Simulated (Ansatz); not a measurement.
# InAs (F-43m) in Ansatz: reference runs

How does InAs come out in PBE? The cell is run as given and disturbed.

Everything below comes from runs of Ansatz 0.2.0. Logs are shortened: lines on timing, memory, paths and dates and some standing lists are left out, and cuts for length are marked.

**Experimental background.**

From a printed reference work, data compilation, for a bulk crystal of InAs at 4.2 K: band gap 0.418 eV (direct).

The results are compared with them further down.

## 1. Starting point

The structure is cubic, space group F-43m (No. 216). Conventional cell: a = 6.036 Å, b = 6.036 Å, c = 6.036 Å, α = 90.00°, β = 90.00°, γ = 90.00°. In (site symmetry -43m) is surrounded by 4 As at 2.61 Å. As (site symmetry -43m) is surrounded by 4 In at 2.61 Å.

## 2. Single point, PBE

Contents of input.yaml:

```yaml
crystal:
  lattice:
    - [0.0, 3.018, 3.018]
    - [3.018, 0.0, 3.018]
    - [3.018, 3.018, 0.0]
  atoms:
    - { symbol: In, position: [0.0, 0.0, 0.0] }
    - { symbol: As, position: [0.75, 0.75, 0.75] }
kpoints:
  mp_grid: { grid: [8, 8, 8] }
scf:
  occupations: { method: fermi_dirac, width: 0.05 }
hamiltonian:
  xc: pbe
  pseudopotentials: { kind: all_electron, lapw: { basis_error: 0.001 } }
output:
  forces: true
  stress: true
  eigenvalues: true
  populations: true
```

Potentials or basis: all-electron LAPW, scalar-relativistic.

Started as:

```
$ ansatz run input.yaml --threads 1 --pin off --max-ram 3072MiB --backend cpu --events-out ev --progress --plain --runs-dir out
```

Standard output:

```text
Warning: RAYON_NUM_THREADS=1 ignored (pool sized by the plan → 1); use --threads N
In: projections on atomic orbitals take those of the free atom 1s2 2s2 2p6 3s2 3p6 3d10 4s2 4p6 4d10 5s2 5p1, of charge +0.00 (hamiltonian.pseudopotentials.projection_atoms)
As: projections on atomic orbitals take those of the free atom 1s2 2s2 2p6 3s2 3p6 3d10 4s2 4p3, of charge +0.00 (hamiltonian.pseudopotentials.projection_atoms)
LAPW: plane waves up to 8.619 Å⁻¹, error target 1.0e-3 eV per atom; small_component_spin mean_spin; As in spheres of 1.266 Å, 23 of its electrons in bands, Dirac shells []; In in spheres of 1.348 Å, 21 of its electrons in bands, Dirac shells [] (how accurate: hamiltonian.pseudopotentials.lapw.basis_error, Limitations)
Engine: ansatz 0.2.0, x86_64-unknown-linux-gnu
Pseudopotentials: kind: all_electron
Pseudopotential: In, LAPW, valence charge 21, lapw/all_electron/scalar/gaussian/In, Koelling and Harmon's equation, gaussian nucleus
Pseudopotential: As, LAPW, valence charge 23, lapw/all_electron/scalar/gaussian/As, Koelling and Harmon's equation, gaussian nucleus
Functional definition: PBE
  parameter kappa = 0.804
  parameter beta = 0.06672455060314922
  exchange = pbe_x(kappa = kappa, mu = beta*pi^2/3)
  correlation = pbe_c(beta = beta)
Crystal: 2 atoms, lattice volume = 54.978 Å³
Basis set: ecut = 283.0201242697865 eV, 609 PW (Γ), exchange–correlation at level 2
Bands: 27, of which v1, the nominal top of the filled ones, is band 22 counted from 1 (21 counted from 0)
Symmetry: 24 space group operations
Space group: F-43m (ITA 216), of the structure as read, at distance tolerance 3.8e-5 Å
k-points: 29 of 512 (time reversal used)
Non-local potential: In, projectors of the file, none
Non-local potential: As, projectors of the file, none
Initial density: superposition of atomic densities (chi_scale 0.1, normalization cell, long waves kept (reshape's long-wave potential 0.00 eV rms))
Initial wavefunctions: plane waves of lowest kinetic energy (no species holds an atomic orbital)
Functional: x = pbe(κ = 0.804, μ = 0.2195149727645171), c = pbe(β = 0.06672455060314922)
iter 1 solved again at ethr=2.00e-3 eV; its pass at ethr=1.00e-1 eV (dr2=8.82e-1 eV) is discarded
SCF iter   1: F=—  HF=-221570.600926 eV  |F-HF|=—  |Δ(HF+E_count)|=         —  Δρ=2.93e-2  dr2=8.83e-1  ethr=2.00e-3  ⟨swp⟩=2.0  Hψ=4983  notcnv=0
preconditioner: auto → none  [insulator: Δε(μ)=0.159 eV  Ē_g=15.129 eV  σ=0.050 eV  W_gap=0.60  n_scr=14 (ndim 8)  ℏωp=21.2 eV  f_vac=0.128  D(μ)=0.04/eV (n_scr^D=0)  ε∞_Penn≈3.0]
iter 2 solved again at ethr=9.79e-5 eV; its pass at ethr=2.00e-3 eV (dr2=4.31e-2 eV) is discarded
SCF iter   2: F=—  HF=-221570.345057 eV  |F-HF|=—  |Δ(HF+E_count)|=   2.56e-1  Δρ=9.20e-3  dr2=4.31e-2  ethr=9.79e-5  ⟨swp⟩=2.0  Hψ=3989  notcnv=0
SCF iter   3: F=—  HF=-221570.329540 eV  |F-HF|=—  |Δ(HF+E_count)|=         —  Δρ=4.66e-3  dr2=1.27e-2  ethr=9.79e-5  ⟨swp⟩=2.0  Hψ=2329  notcnv=0
the basis was enlarged: its passes take 153.8 KiB over the memory plan, 1 of 1 planned eigensolver slots
SCF iter   4: F=—  HF=-221570.329659 eV  |F-HF|=—  |Δ(HF+E_count)|=   1.20e-4  Δρ=1.68e-3  dr2=1.78e-3  ethr=2.89e-5  ⟨swp⟩=2.0  Hψ=2192  notcnv=0
SCF iter   5: F=—  HF=-221570.329609 eV  |F-HF|=—  |Δ(HF+E_count)|=   5.03e-5  Δρ=3.00e-4  dr2=6.41e-5  ethr=4.05e-6  ⟨swp⟩=2.0  Hψ=2203  notcnv=0
SCF iter   6: F=—  HF=-221570.329645 eV  |F-HF|=—  |Δ(HF+E_count)|=   3.58e-5  Δρ=5.73e-5  dr2=1.54e-6  ethr=1.46e-7  ⟨swp⟩=3.0  Hψ=2259  notcnv=0
SCF iter   7: F=-221570.329648 eV  HF=-221570.329648 eV  |F-HF|=1.27e-7  |Δ(HF+E_count)|=   3.48e-6  Δρ=9.52e-6  dr2=5.47e-8  ethr=3.50e-9  ⟨swp⟩=3.0  Hψ=2301  notcnv=0
SCF 1 converged in 7 iterations: F = -221570.329648 eV  dr2 = 5.47e-8
SCF converged after 7 iterations
Free energy (F): -221570.329648 eV
Harris-Foulkes:  -221570.329648 eV  (|F-HF|=1.27e-7)
Internal energy: -221570.329100 eV  (E = F + TS)
E sigma→0 (E₀):  -221570.329374 eV
Entropy (-TS):   -0.000549 eV (-0.274 meV/atom)
Fermi energy:    9.792667 eV
--- Per-component energies (eV) ---
  E_band       = -1912.396725
  E_kinetic    = 230887.849509
  E_xc         = -6636.097168
  E_electrostatic = -445822.081441  (all electrons and nuclei)
  E_smearing   = -0.000549  (= −TS)
  E_closure    = 0.000000  (closes the sum)
  E_atoms      = -221562.685075  (free atoms, spherical and without spin; not in F)
  Σ components = -221570.329648   (vs F -221570.329648, Δ=0.00e0)
  Basis errors (estimates in eV, not in F): energy 4.4e-4 per atom: plane waves 4.0e-4 (2.4e-4 summed), levels above the bands 2.4e-75, relativity 5.6e-8, radial functions 4.1e-5, core shells 4.0e-7; eigenvalues (radial functions only) 1.2e-6; not estimated: angular momenta, meshes, grids; target (lapw.basis_error) 1.0e-3; muffin-tin radii As 1.266 Å, In 1.348 Å
--- Forces (eV/Å), atoms counted from 1 ---
  atom   1  In     0.00000000    -0.00000000    -0.00000000
  atom   2  As    -0.00000000     0.00000000     0.00000000
  max |Σ_I F_I| component: 2.78e-17 eV/Å
--- Stress (GPa, compression-positive) ---
        4.303378      -0.000000      -0.000000
       -0.000000       4.303378       0.000000
       -0.000000       0.000000       4.303378
  P = ⅓ Tr σ = 4.3034 GPa (43.034 kbar)
--- Band table (eV; the first three rows and the last of 29) ---
  k-point 0: bands = ["-174.8221", "-118.1939", "-118.1939", "-118.1939", "-105.4608", "-63.9469", "-63.9469", "-63.9469", "-25.2397", "-25.2397", "-25.2397", "-25.2318", "-25.2318", "-4.6576", "-4.6576", "-4.6576", "-4.5298", "-4.5298", "-2.1537", "9.5751", "9.7443", "9.7443", "9.7443", "13.6654", "13.6654", "13.6654", "17.2851"]
  k-point 1: bands = ["-174.8221", "-118.1939", "-118.1939", "-118.1939", "-105.4608", "-63.9469", "-63.9469", "-63.9469", "-25.2397", "-25.2397", "-25.2397", "-25.2318", "-25.2318", "-4.6782", "-4.6516", "-4.6516", "-4.5299", "-4.5299", "-1.9907", "7.8653", "9.5510", "9.5510", "10.8649", "13.8207", "13.9473", "13.9473", "18.1182"]
  k-point 2: bands = ["-174.8221", "-118.1939", "-118.1939", "-118.1939", "-105.4608", "-63.9469", "-63.9469", "-63.9469", "-25.2397", "-25.2396", "-25.2396", "-25.2318", "-25.2318", "-4.7247", "-4.6387", "-4.6387", "-4.5286", "-4.5286", "-1.5444", "6.0418", "9.1701", "9.1701", "11.0080", "14.3824", "14.3824", "14.9268", "18.1288"]
  k-point 28: bands = ["-174.8221", "-118.1939", "-118.1939", "-118.1939", "-105.4608", "-63.9470", "-63.9470", "-63.9469", "-25.2397", "-25.2397", "-25.2392", "-25.2318", "-25.2315", "-4.8204", "-4.6062", "-4.5819", "-4.5455", "-4.5216", "-0.0710", "4.0358", "6.7754", "6.8574", "13.9835", "14.0427", "14.7670", "15.8394", "19.6165"]
--- Löwdin populations: 2 sites ---
  site symbol       q [e]
     0     In     48.7713
     1     As     33.1943
  spilling = 0.000419 (of n_electrons = 82.000000)
```

It took 13 s on 1 thread of AMD EPYC 7R13 (Zen 3), shared host; peak memory 0.33 GiB.

What came out:

- Free energy: -221570.3296 eV
- Pressure: 4.3 GPa
- Band gap on the k mesh: none (metal or under the smearing width)
- Loewdin charges: In +0.23; As -0.19 e

Caveat: this crystal is a semiconductor, whose small gap the functional closes, so the metal is an error of the method.

## 3. Single point, PBE (atoms moved at random, drawn with an rms of 0.05 Å)

input.yaml, as its differences from that of step 2:

```diff
@@ -6,4 +6,4 @@
   atoms:
-    - { symbol: In, position: [0.0, 0.0, 0.0] }
-    - { symbol: As, position: [0.75, 0.75, 0.75] }
+    - { symbol: In, position: [0.006425, -0.004728, -0.004095] }
+    - { symbol: As, position: [0.759253, 0.747064, 0.747187] }
 kpoints:
```

Potentials or basis: all-electron LAPW, scalar-relativistic.

Started as:

```
$ ansatz run input.yaml --threads 1 --pin off --max-ram 3072MiB --backend cpu --events-out ev --progress --plain --runs-dir out
```

It took 2.4 min on 1 thread of AMD EPYC 7R13 (Zen 3), shared host; peak memory 0.88 GiB.

The run converged. Its results:

```yaml
Free_energy: -221570.3279 eV
Pressure: 4.3 GPa
Largest_force: 0.172 eV/Å
Band_gap_on_the_k_mesh: none (metal or under the smearing width)
Loewdin_charges: In +0.23; As -0.19 e
```

Forces on the atoms (eV/Å):
```
In   0.078  0.102  0.114
As  -0.078 -0.102 -0.114
```

Stress tensor (GPa, compression positive):
```
4.32 0.38 0.34
0.38 4.31 0.26
0.34 0.26 4.31
```

Levels at points of the mesh, in eV from the Fermi level:
```
              k point  band 19  band 20  band 21  band 22  band 23  band 24  band 25  band 26
   (0.00, 0.00, 0.00)   -11.95    -0.22    -0.10    -0.04    -0.03     3.85     3.85     3.90
  (0.00, 0.00, -0.50)   -10.47    -5.82    -1.09    -1.01     0.91     4.57     4.70     6.81
  (0.00, -0.50, 0.00)   -10.47    -5.82    -1.09    -1.01     0.91     4.57     4.69     6.81
 (0.00, -0.50, -0.50)    -9.92    -5.91    -2.40    -2.38     1.49     2.02     9.16     9.25
  (-0.50, 0.00, 0.00)   -10.48    -5.81    -1.09    -1.01     0.90     4.57     4.69     6.80
 (-0.50, 0.00, -0.50)    -9.92    -5.91    -2.40    -2.38     1.49     2.02     9.16     9.24
 (-0.50, -0.50, 0.00)    -9.92    -5.91    -2.40    -2.38     1.49     2.02     9.16     9.24
(-0.50, -0.50, -0.50)   -10.45    -5.90    -1.05    -1.04     0.96     4.65     4.67     6.83
```

## 4. Comparison with measurements

Step 2. Against the measured gap of InAs, 0.418 eV (direct; 4.2 K; a printed reference work, data compilation), the calculated 0.00 eV is off by -0.42 eV. Spin-orbit coupling on As, In is left out. The value is that of PBE on a finite k mesh, which can miss the band edges, without temperature or zero-point motion. Semilocal functionals fall short of measured gaps as a rule.
